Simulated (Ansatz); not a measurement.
# Dielectric response of RbBr (001) films, part 2 of 5

Wanted: ε of rocksalt RbBr (001) by finite fields on slabs, and the band edges against the vacuum where run.

Ansatz 0.2.0; plane-wave DFT, PBE, Ansatz PAW (the session's first sound run).

So far, gap on the k-mesh (eV): step 2 (relaxation, 6 atoms, units 3) 4.25.

## Step 3: The relaxed film, single point, 6 atoms, units 3

The film was relaxed beforehand; a single point on the relaxed positions gives its levels and potential.

The input, input.yaml:

```yaml
crystal:
  lattice:
    - [4.87196572, 0.0, 0.0]
    - [0.0, 4.87196572, 0.0]
    - [0.0, 0.0, 24.89]
  atoms:
    - { symbol: Rb, position: [0.5, 0.5, 0.3600728649] }
    - { symbol: Br, position: [0.0, 0.0, 0.3583098253] }
    - { symbol: Rb, position: [0.0, 0.0, 0.4999999993] }
    - { symbol: Br, position: [0.5, 0.5, 0.5000000007] }
    - { symbol: Rb, position: [0.5, 0.5, 0.6399271347] }
    - { symbol: Br, position: [0.0, 0.0, 0.6416901751] }
kpoints:
  mp_grid: { grid: [6, 6, 1] }
hamiltonian:
  xc: pbe
scf:
  occupations: { method: fixed }
  convergence: { dr2_threshold: 1.0e-09 }
efield:
  axis: 3
  dipole_correction: true
  ramp_position: 0.97
  ramp_width: 0.06
output:
  eigenvalues: true
  write_potential: true
  write_density: true
  volumetric_format: npy
```

Command:

```sh
$ ansatz run input.yaml --threads 8 --pin off --max-ram 12288MiB --backend cpu --events-out ev --progress --plain --runs-dir out
```

Numbers of over 12 decimals in the logs are rounded to 6 here.

The log of the run:

```text
[...]
Crystal: 6 atoms, lattice volume = 590.790 Å³
Basis set: ecut = 420 eV, 11543 PW (Γ)
Bands: 30, of which v1, the nominal top of the filled ones, is band 24 counted from 1 (23 counted from 0)
Symmetry: 8 space group operations
k-points: 10 of 36
[...]
SCF iter   1: F=—  HF=-18161.934235 eV  |F-HF|=—  |Δ(HF+E_count)|=         —  Δρ=3.53e-4  dr2=2.60e-3  ethr=1.77e-3  p=-0.000 e·Å  D=-6.32e-9 V/Å  ΔV_dip=0.00 eV  dr2_dipole=4.59e-11  V_vac-E_F(+/−)=5.83/5.83 eV  ⟨swp⟩=6.8  Hψ=1301  notcnv=0  defer=37
[...]
SCF iter   7: F=-18161.936005 eV  HF=-18161.936005 eV  |F-HF|=5.17e-10  |Δ(HF+E_count)|=   1.07e-8  Δρ=2.42e-7  dr2=3.44e-10  ethr=2.08e-12  p=-0.000 e·Å  D=-7.75e-8 V/Å  ΔV_dip=0.00 eV  dr2_dipole=8.02e-14  V_vac-E_F(+/−)=5.81/5.81 eV  ⟨swp⟩=13.8  Hψ=1924  notcnv=0
SCF 1 converged in 7 iterations: F = -18161.936005 eV  dr2 = 3.44e-10
[...]
SCF converged after 7 iterations
Free energy (F): -18161.936005 eV
[...]
Internal energy: -18161.936005 eV  (E = F + TS)
E sigma→0 (E₀):  -18161.936005 eV
Fermi energy:    -2.896167 eV
Dipole field:    D = 0.000000 V/Å  (p = 0.000000 e·Å, saw-weighted, corrected)
Work function:   Φ+ = 5.8146 eV   Φ− = 5.8146 eV
[...]
--- Band table (eV; the first three rows and the last of 10) ---
  k-point 0: bands = [... 20 lower, -2.9168, -2.9168, -2.8962, -2.8962, 1.3562, 1.8346, 2.5775, 2.8256, ... 2 higher]
  k-point 1: bands = [... 20 lower, -3.0873, -2.9959, -2.9809, -2.9645, 1.7092, 2.0946, 2.7970, 3.1518, ... 2 higher]
  k-point 2: bands = [... 20 lower, -3.1175, -3.1042, -3.0950, -3.0320, 2.4837, 2.6899, 3.3388, 3.8161, ... 2 higher]
  k-point 9: bands = [... 20 lower, -3.1127, -3.1127, -3.0900, -2.9538, 2.9577, 2.9577, 3.8205, 3.8205, ... 2 higher]
```

Run time: 5.6 s. Hardware: 8 threads of Arm Neoverse N1, shared host; peak memory 1.1 GiB.

In the SCF lines HF is the Harris–Foulkes energy and dr2 the Hartree energy of the density residual, in eV; the loop may stop once dr2 is under the threshold and the program's other checks hold. Hψ counts applications of the Hamiltonian.

Numbers from this step:

| Property | Result |
| --- | --- |
| dipole along the normal | 4.71e-7 e·Å |

Running mean over 3.445 Å of the planar mean; the ramp of the sawtooth is left out. Electron's electrostatic potential energy less the highest filled level against z:

z (Å), electron's electrostatic potential energy less the highest filled level (eV) and a bar from the least value:
```
      3.5       5.81 ##############################
      4.0       5.81 ##############################
      4.5       5.81 ##############################
      5.0       5.81 ##############################
      5.5       5.79 ##############################
      6.0       5.71 #############################
      6.5       5.35 ############################
      7.0       3.90 ####################
      7.5       1.64 #########
      8.0       0.35 ##
      8.5       0.06 
      9.0       0.00 
      9.5       0.00 
     10.0       0.08 #
     10.5       0.23 #
     11.0       0.20 #
     11.5       0.03 
     12.0      -0.02 
     12.5      -0.02 
     13.0      -0.01 
     13.5       0.06 
     14.0       0.22 #
     14.5       0.20 #
     15.0       0.05 
     15.5       0.00 
     16.0       0.01 
     16.5       0.09 #
     17.0       0.51 ###
     17.5       2.11 ###########
     18.0       4.34 ######################
     18.5       5.48 ############################
     19.0       5.74 ##############################
     19.5       5.80 ##############################
     20.0       5.81 ##############################
     20.5       5.81 ##############################
     21.0       5.81 ##############################
     21.5       5.81 ##############################
```

The gap is 4.25 eV, with the valence edge 5.81 eV and the conduction edge 1.56 eV under the upper vacuum level.

## Step 4: Single point, 6 atoms, units 3, field 0.1 V/Å

A sawtooth potential applies the field, turning back in the middle of the vacuum. With the dipole correction the typed value is the field outside the slab. The induced dipole is small, so the SCF threshold is tight.

input.yaml, as its differences from that of step 3:

```diff
@@ -18,3 +18,3 @@
   occupations: { method: fixed }
-  convergence: { dr2_threshold: 1.0e-09 }
+  convergence: { dr2_threshold: 1.0e-10 }
 efield:
@@ -24,4 +24,4 @@
   ramp_width: 0.06
+  amplitude: 0.1
 output:
-  eigenvalues: true
   write_potential: true
```

The log of the run:

```text
[...]
Crystal: 6 atoms, lattice volume = 590.790 Å³
Basis set: ecut = 420 eV, 11543 PW (Γ)
Bands: 30, of which v1, the nominal top of the filled ones, is band 24 counted from 1 (23 counted from 0)
Symmetry: 8 space group operations
k-points: 10 of 36
[...]
SCF iter   1: F=—  HF=-18163.037961 eV  |F-HF|=—  |Δ(HF+E_count)|=         —  Δρ=1.29e-2  dr2=3.26e0  ethr=3.10e-3  p=0.133 e·Å  D=4.07e-2 V/Å  ΔV_dip=-1.01 eV  dr2_dipole=2.00e-3  V_vac-E_F(+/−)=9.33/8.07 eV  ⟨swp⟩=6.0  Hψ=1170  notcnv=0  defer=35
[...]
SCF iter  11: F=-18161.940244 eV  HF=-18161.940244 eV  |F-HF|=2.18e-11  |Δ(HF+E_count)|=  8.73e-11  Δρ=4.51e-8  dr2=6.07e-12  ethr=1.00e-12  p=0.085 e·Å  D=2.60e-2 V/Å  ΔV_dip=-0.65 eV  dr2_dipole=2.15e-15  V_vac-E_F(+/−)=6.46/4.84 eV  ⟨swp⟩=14.5  Hψ=1519  notcnv=0
SCF 1 converged in 11 iterations: F = -18161.940244 eV  dr2 = 6.07e-12
[...]
SCF converged after 11 iterations
[...]
Free energy (F): -18161.940244 eV
[...]
Internal energy: -18161.940244 eV  (E = F + TS)
E sigma→0 (E₀):  -18161.940244 eV
Fermi energy:    -2.769328 eV
Dipole field:    D = 0.025966 V/Å  (p = 0.084777 e·Å, saw-weighted, corrected)
Work function:   not extracted (applied field tilts the vacuum); planar V_es + V_field profile in the machine report
[...]
--- Band table (eV; the first three rows and the last of 10) ---
  k-point 0: bands = [... 20 lower, -3.0342, -2.9407, -2.7693, -2.7693, 1.2879, 1.8486, 2.4735, 2.8047, ... 2 higher]
  k-point 1: bands = [... 20 lower, -3.1028, -2.9601, -2.9255, -2.8350, 1.6131, 2.1306, 2.7045, 3.1088, ... 2 higher]
  k-point 2: bands = [... 20 lower, -3.2360, -3.1842, -2.9607, -2.9383, 2.3066, 2.8115, 3.2841, 3.6295, ... 2 higher]
  k-point 9: bands = [... 20 lower, -3.1788, -3.0090, -3.0090, -2.8664, 2.9418, 2.9418, 3.7706, 3.8147, ... 2 higher]
```

Run time: 6.1 s. Hardware: 8 threads; peak memory 1.1 GiB; 44 s of CPU time.

Numbers from this step:

```yaml
gap_on_the_k_mesh: 4.057 eV
dipole_along_the_normal: 0.08478 e·Å
```

The dipole is 0.0848 e·Å, and the gap on the mesh 4.057 eV.

## Step 5: Atoms held, 6 atoms, units 3, field -0.1 V/Å

input.yaml, as its differences from that of step 4:

```diff
@@ -24,3 +24,3 @@
   ramp_width: 0.06
-  amplitude: 0.1
+  amplitude: -0.1
 output:
```

The log of the run:

```text
[...]
Crystal: 6 atoms, lattice volume = 590.790 Å³
Basis set: ecut = 420 eV, 11543 PW (Γ)
Bands: 30, of which v1, the nominal top of the filled ones, is band 24 counted from 1 (23 counted from 0)
Symmetry: 8 space group operations
k-points: 10 of 36
[...]
k-point 0: bands = [... 20 lower, -3.0342, -2.9407, -2.7693, -2.7693, 1.2879, 1.8486, 2.4735, 2.8047, ... 2 higher]
  k-point 1: bands = [... 20 lower, -3.1028, -2.9601, -2.9255, -2.8350, 1.6131, 2.1306, 2.7045, 3.1088, ... 2 higher]
  k-point 2: bands = [... 20 lower, -3.2360, -3.1842, -2.9607, -2.9383, 2.3066, 2.8115, 3.2841, 3.6295, ... 2 higher]
  k-point 9: bands = [... 20 lower, -3.1788, -3.0090, -3.0090, -2.8664, 2.9418, 2.9418, 3.7706, 3.8147, ... 2 higher]
[key lines of the parts left out:]
SCF converged after 11 iterations
Free energy (F): -18161.940244 eV
Fermi energy:    -2.769328 eV
Dipole field:    D = -0.025966 V/Å  (p = -0.084777 e·Å, saw-weighted, corrected)
```

The job ended after 6.1 s (8 threads; peak memory 1.1 GiB).

The dipole is -0.0848 e·Å, and the gap on the mesh 4.057 eV.

## Step 6: Response with the atoms held, 6 atoms, units 3

This step: plane-wave DFT, PBE, Ansatz PAW; response to a field along the normal, atoms held (Ansatz 0.2.0).

The two fields give this film's response with the atoms held: the electronic part.

Numbers from this step:

```yaml
equivalent_conductor_thickness_p_eps_0ae: 6.463 Å
distance_between_the_outer_atoms: 7.053 Å
thickness: 10.34 Å
```

Local field over the applied field, running mean. From the potentials at -0.1 and 0.1 V/Å; running mean over 3.445 Å, taken twice. The local field over applied field by z:

z (Å), local field over applied field and a bar from the least value:
```
        5      0.961 ##############################
        6      0.868 #########################
        7      0.716 #################
        8      0.557 ########
        9      0.446 ###
       10      0.402 
       11      0.396 
       12      0.397 
       13      0.397 
       14      0.396 
       15      0.404 
       16      0.455 ###
       17      0.573 #########
       18      0.735 ##################
       19      0.881 #########################
       20      0.967 ##############################
```

Electrons, planar mean, per unit field. The induced electron density by z:

| z (Å) | induced electron density (e/Å³ per V/Å) |
| --- | --- |
| 4.5 | 9.6e-6 |
| 5.0 | 2.8e-5 |
| 5.5 | 8.1e-5 |
| 6.0 | 2.2e-4 |
| 6.5 | 5.4e-4 |
| 7.0 | 0.00127 |
| 7.5 | 0.00254 |
| 8.0 | 0.00336 |
| 8.5 | 0.00131 |
| 9.0 | 1.6e-6 |
| 9.5 | -0.00199 |
| 10.0 | -0.00294 |
| 10.5 | -9.6e-4 |
| 11.0 | 0.00141 |
| 11.5 | 0.00307 |
| 12.0 | 0.00136 |
| 12.5 | -6.5e-5 |
| 13.0 | -0.00199 |
| 13.5 | -0.00290 |
| 14.0 | -9.0e-4 |
| 14.5 | 0.00147 |
| 15.0 | 0.00310 |
| 15.5 | 0.00135 |
| 16.0 | -1.3e-4 |
| 16.5 | -0.00189 |
| 17.0 | -0.00338 |
| 17.5 | -0.00223 |
| 18.0 | -0.00106 |
| 18.5 | -4.5e-4 |
| 19.0 | -1.8e-4 |
| 19.5 | -6.4e-5 |
| 20.0 | -2.3e-5 |
| 20.5 | -7.5e-6 |

By hand: between -0.1 and 0.1 V/Å the dipole changes by 0.1696 e·Å, a slope of 0.8478 e·Å²/V. A perfect conductor of thickness t has p = ε₀AEt, so t = 180.95 × 0.8478 / 23.736 = 6.46 Å (e/ε₀ = 180.95 V·Å, A in Å²).

The induced dipole is that of a conductor 6.46 Å thick.

## Step 7: Relaxing in the field, 6 atoms, field 0.05 V/Å

This step: plane-wave DFT, PBE, Ansatz PAW (Ansatz 0.2.0).

Now the atoms may follow the field. A weak field makes forces of meV/Å to tens of meV/Å, so the force tolerance is set well below the usual one.

input.yaml, as its differences from that of step 5:

```diff
@@ -24,3 +24,6 @@
   ramp_width: 0.06
-  amplitude: -0.1
+  amplitude: 0.05
+relax:
+  f_tol: 0.0006
+  max_steps: 70
 output:
```

The log of the run:

```text
[...]
Crystal: 6 atoms, lattice volume = 590.790 Å³
Basis set: ecut = 420 eV, 11543 PW (Γ), exchange–correlation on 72×72×360 points (8 copies of the dense FFT grid, shifted against one another)
Bands: 30, of which v1, the nominal top of the filled ones, is band 24 counted from 1 (23 counted from 0)
Symmetry: 8 space group operations
k-points: 10 of 36
[...]
SCF iter   1: F=—  HF=-18163.033257 eV  |F-HF|=—  |Δ(HF+E_count)|=         —  Δρ=1.29e-2  dr2=3.25e0  ethr=3.10e-3  p=0.066 e·Å  D=2.04e-2 V/Å  ΔV_dip=-0.51 eV  dr2_dipole=5.02e-4  V_vac-E_F(+/−)=9.03/8.41 eV  ⟨swp⟩=6.1  Hψ=1165  notcnv=0  defer=35
[...]
SCF iter  11: F=-18161.936998 eV  HF=-18161.936998 eV  |F-HF|=1.46e-11  |Δ(HF+E_count)|=  8.37e-11  Δρ=3.81e-8  dr2=4.59e-12  ethr=1.00e-12  p=0.042 e·Å  D=1.30e-2 V/Å  ΔV_dip=-0.32 eV  dr2_dipole=5.34e-16  V_vac-E_F(+/−)=6.14/5.33 eV  ⟨swp⟩=7.0  Hψ=1536  notcnv=0
SCF 1 converged in 11 iterations: F = -18161.936998 eV  dr2 = 4.59e-12
[...]
relax step   1: F+E_penalty+E_count = -18161.93699834 eV  Δ(F+E_penalty+E_count) = +0.000e0 eV  max|allowed force component| = 2.307e-2 eV/Å  Δτ_max = 0.0000 Å  (11 SCF iters, accepted)
[...]
SCF iter   7: F=-18161.937501 eV  HF=-18161.937501 eV  |F-HF|=8.37e-11  |Δ(HF+E_count)|=  8.44e-10  Δρ=1.21e-7  dr2=5.75e-11  ethr=1.00e-12  p=0.058 e·Å  D=1.76e-2 V/Å  ΔV_dip=-0.44 eV  dr2_dipole=6.50e-16  V_vac-E_F(+/−)=6.11/5.42 eV  ⟨swp⟩=7.0  Hψ=1718  notcnv=0
SCF 2 converged in 7 iterations: F = -18161.937501 eV  dr2 = 5.75e-11
relax step   2: F+E_penalty+E_count = -18161.93750094 eV  Δ(F+E_penalty+E_count) = -5.026e-4 eV  max|allowed force component| = 1.145e-2 eV/Å  Δτ_max = 0.0087 Å  (7 SCF iters, accepted)
SCF iter   1: F=—  HF=-18161.937556 eV  |F-HF|=—  |Δ(HF+E_count)|=         —  Δρ=3.74e-5  dr2=8.27e-5  ethr=1.02e-6  p=0.058 e·Å  D=1.76e-2 V/Å  ΔV_dip=-0.44 eV  dr2_dipole=5.43e-5  V_vac-E_F(+/−)=6.12/5.42 eV  ⟨swp⟩=3.6  Hψ=605  notcnv=0  defer=40
[...]
SCF iter   7: F=-18161.937572 eV  HF=-18161.937572 eV  |F-HF|=2.91e-11  |Δ(HF+E_count)|=  1.46e-10  Δρ=5.48e-8  dr2=8.78e-12  ethr=1.00e-12  p=0.065 e·Å  D=2.00e-2 V/Å  ΔV_dip=-0.50 eV  dr2_dipole=1.26e-14  V_vac-E_F(+/−)=6.10/5.47 eV  ⟨swp⟩=6.8  Hψ=1523  notcnv=0
SCF 3 converged in 7 iterations: F = -18161.937572 eV  dr2 = 8.78e-12
relax step   3: F+E_penalty+E_count = -18161.93757212 eV  Δ(F+E_penalty+E_count) = -7.118e-5 eV  max|allowed force component| = 6.948e-4 eV/Å  Δτ_max = 0.0035 Å  (7 SCF iters, accepted)
SCF iter   1: F=—  HF=-18161.937532 eV  |F-HF|=—  |Δ(HF+E_count)|=         —  Δρ=3.60e-6  dr2=3.76e-7  ethr=1.08e-8  p=0.065 e·Å  D=2.00e-2 V/Å  ΔV_dip=-0.50 eV  dr2_dipole=2.27e-12  V_vac-E_F(+/−)=6.10/5.47 eV  ⟨swp⟩=2.3  Hψ=554  notcnv=0  defer=32
[...]
SCF iter   4: F=-18161.937572 eV  HF=-18161.937572 eV  |F-HF|=6.91e-11  |Δ(HF+E_count)|=  9.57e-10  Δρ=1.42e-7  dr2=8.05e-11  ethr=1.00e-12  p=0.065 e·Å  D=2.00e-2 V/Å  ΔV_dip=-0.50 eV  dr2_dipole=5.75e-14  V_vac-E_F(+/−)=6.10/5.47 eV  ⟨swp⟩=6.6  Hψ=1960  notcnv=0
SCF 4 converged in 4 iterations: F = -18161.937572 eV  dr2 = 8.05e-11
relax step   4: F+E_penalty+E_count = -18161.93757239 eV  Δ(F+E_penalty+E_count) = -2.763e-7 eV  max|allowed force component| = 1.509e-4 eV/Å  Δτ_max = 0.0004 Å  (4 SCF iters, accepted)
NSCF: frozen V_eff on 10 k-points
[...]
SCF converged after 4 iterations
[...]
Free energy (F): -18161.937572 eV
[...]
Internal energy: -18161.937572 eV  (E = F + TS)
E sigma→0 (E₀):  -18161.937572 eV
Fermi energy:    -2.884159 eV
Dipole field:    D = 0.020018 V/Å  (p = 0.065359 e·Å, saw-weighted, corrected)
Work function:   not extracted (applied field tilts the vacuum); planar V_es + V_field profile in the machine report
[...]
--- Forces (eV/Å), atoms counted from 1 ---
  atom   1  Rb    -0.00000000     0.00000000    -0.00013157
  atom   2  Br    -0.00000000     0.00000000    -0.00011882
  atom   3  Rb    -0.00000000     0.00000000     0.00013569
  atom   4  Br     0.00000000     0.00000000     0.00015081
  atom   5  Rb     0.00000000     0.00000000    -0.00005053
  atom   6  Br    -0.00000000     0.00000000     0.00001408
  max |Σ_I F_I| component: 3.31e-7 eV/Å
--- Band table (eV; the first three rows and the last of 10) ---
  k-point 0: bands = [... 20 lower, -2.9290, -2.9290, -2.8842, -2.8842, 1.3524, 1.8334, 2.5656, 2.8252, ... 2 higher]
  k-point 1: bands = [... 20 lower, -3.0747, -2.9943, -2.9933, -2.9513, 1.7033, 2.0946, 2.7863, 3.1491, ... 2 higher]
  k-point 2: bands = [... 20 lower, -3.1217, -3.1201, -3.0792, -3.0278, 2.4685, 2.6990, 3.3329, 3.7823, ... 2 higher]
  k-point 9: bands = [... 20 lower, -3.1072, -3.1072, -3.0931, -2.9510, 2.9573, 2.9573, 3.8206, 3.8206, ... 2 higher]
--- Relaxed structure (4 steps of the walk, 4 accepted, 0 SCFs on fresh bases) ---
  F+E_penalty+E_count = -18161.93757239 eV   max|allowed force component| = 1.509e-4 eV/Å
  atoms:
    - { symbol: Rb, position: [0.5, 0.5, 0.360498] }
    - { symbol: Br, position: [0, 0.0, 0.357804] }
    - { symbol: Rb, position: [0, 0.0, 0.500121] }
    - { symbol: Br, position: [0.5, 0.5, 0.499942] }
    - { symbol: Rb, position: [0.5, 0.5, 0.640400] }
    - { symbol: Br, position: [0, 0.0, 0.641235] }
```

Wall time 15 s (8 threads); peak memory 1.1 GiB.

The steps of the relaxation:

| step | energy less that of the first step (eV) | largest force component (eV/Å) |
| --- | --- | --- |
| 1 | 0.0000 | 0.0231 |
| 2 | -0.0005 | 0.0115 |
| 3 | -0.0006 | 0.0007 |
| 4 | -0.0006 | 0.0002 |

Forces are held to the 8 operations that the run works with; a distortion that breaks them can't arise in this run.

The atoms that moved most (Å):

```
atom     dx     dy      dz  length
 Br2  0.000  0.000  -0.013   0.013
 Rb5  0.000  0.000   0.012   0.012
 Br6  0.000  0.000  -0.011   0.011
 Rb1  0.000  0.000   0.011   0.011
```

The relaxed structure:

```cif
data_structure
_symmetry_space_group_name_H-M 'P 1'
_symmetry_Int_Tables_number 1
_cell_length_a 4.8720
_cell_length_b 4.8720
_cell_length_c 24.8900
_cell_angle_alpha 90.000
_cell_angle_beta 90.000
_cell_angle_gamma 90.000
_cell_volume 590.79
loop_
_atom_site_label
_atom_site_type_symbol
_atom_site_fract_x
_atom_site_fract_y
_atom_site_fract_z
_atom_site_occupancy
Rb1 Rb 0.50000 0.50000 0.36050 1
Br2 Br 0.00000 0.00000 0.35780 1
Rb3 Rb 0.00000 0.00000 0.50012 1
Br4 Br 0.50000 0.50000 0.49994 1
Rb5 Rb 0.50000 0.50000 0.64040 1
Br6 Br 0.00000 0.00000 0.64124 1
```

Numbers from this step:

- gap on the k-mesh: 4.237 eV
- dipole along the normal: 0.06536 e·Å

The relaxation took 4 steps and lowered the energy by 5.7e-4 eV; the largest force on the free atoms ends at 1.5e-4 eV/Å.

The dipole is 0.0654 e·Å, and the gap on the mesh 4.237 eV.

## Step 8: Field on, atoms free, 6 atoms, field -0.05 V/Å

The opposite sign, again from the field-free geometry; the difference of the two cancels what relaxes without a field.

input.yaml, as its differences from that of step 7:

```diff
@@ -24,3 +24,3 @@
   ramp_width: 0.06
-  amplitude: 0.05
+  amplitude: -0.05
 relax:
```

The log of the run:

```text
[...]
Crystal: 6 atoms, lattice volume = 590.790 Å³
Basis set: ecut = 420 eV, 11543 PW (Γ), exchange–correlation on 72×72×360 points (8 copies of the dense FFT grid, shifted against one another)
Bands: 30, of which v1, the nominal top of the filled ones, is band 24 counted from 1 (23 counted from 0)
Symmetry: 8 space group operations
k-points: 10 of 36
[...]
--- Relaxed structure (4 steps of the walk, 4 accepted, 0 SCFs on fresh bases) ---
  F+E_penalty+E_count = -18161.93757239 eV   max|allowed force component| = 1.507e-4 eV/Å
  atoms:
    - { symbol: Rb, position: [0.5, 0.5, 0.359600] }
    - { symbol: Br, position: [0, 0.0, 0.358765] }
    - { symbol: Rb, position: [0, 0.0, 0.499879] }
    - { symbol: Br, position: [0.5, 0.5, 0.500058] }
    - { symbol: Rb, position: [0.5, 0.5, 0.639502] }
    - { symbol: Br, position: [0, 0.0, 0.642196] }
[key lines of the parts left out:]
SCF converged after 4 iterations
Free energy (F): -18161.937572 eV
Fermi energy:    -2.884159 eV
Dipole field:    D = -0.020019 V/Å  (p = -0.065359 e·Å, saw-weighted, corrected)
```

Elapsed: 14 s, on 8 threads; peak memory 1.1 GiB; 1.8 min of CPU time.

Relaxation path:

| step | energy less that of the first step (eV) | largest force component (eV/Å) |
| --- | --- | --- |
| 1 | 0.0000 | 0.0231 |
| 2 | -0.0005 | 0.0115 |
| 3 | -0.0006 | 0.0007 |
| 4 | -0.0006 | 0.0002 |

Forces are held to the 8 operations that the run works with; a distortion that breaks them can't arise in this run.

The atoms that moved most (Å):

| atom | dx | dy | dz | length |
| --- | --- | --- | --- | --- |
| Br6 | 0.000 | 0.000 | 0.013 | 0.013 |
| Rb1 | 0.000 | 0.000 | -0.012 | 0.012 |
| Br2 | 0.000 | 0.000 | 0.011 | 0.011 |
| Rb5 | 0.000 | 0.000 | -0.011 | 0.011 |

Final coordinates:

```cif
data_structure
_symmetry_space_group_name_H-M 'P 1'
_symmetry_Int_Tables_number 1
_cell_length_a 4.8720
_cell_length_b 4.8720
_cell_length_c 24.8900
_cell_angle_alpha 90.000
_cell_angle_beta 90.000
_cell_angle_gamma 90.000
_cell_volume 590.79
loop_
_atom_site_label
_atom_site_type_symbol
_atom_site_fract_x
_atom_site_fract_y
_atom_site_fract_z
_atom_site_occupancy
Rb1 Rb 0.50000 0.50000 0.35960 1
Br2 Br 0.00000 0.00000 0.35876 1
Rb3 Rb 0.00000 0.00000 0.49988 1
Br4 Br 0.50000 0.50000 0.50006 1
Rb5 Rb 0.50000 0.50000 0.63950 1
Br6 Br 0.00000 0.00000 0.64220 1
```

The relaxation took 4 steps and lowered the energy by 5.7e-4 eV; the largest force on the free atoms ends at 1.5e-4 eV/Å.

The dipole is -0.0654 e·Å, and the gap on the mesh 4.237 eV.

[end of part 2 of 5]

[Logs are printed without paths, hosts, clocks, repeated set-up lines and the standing remarks that a program may print on its own settings, such as how far it seeks lower states.]

[Hosts, paths, dates, database ids (printed as entryN), source tags and the programs' standing remarks are cut or masked in the printed files.]

[Maps of the electrostatic potential energy from Ansatz leave out the sawtooth potential of an applied field or a dipole correction, so their vacuum need not be flat; planar profiles and work functions include it.]
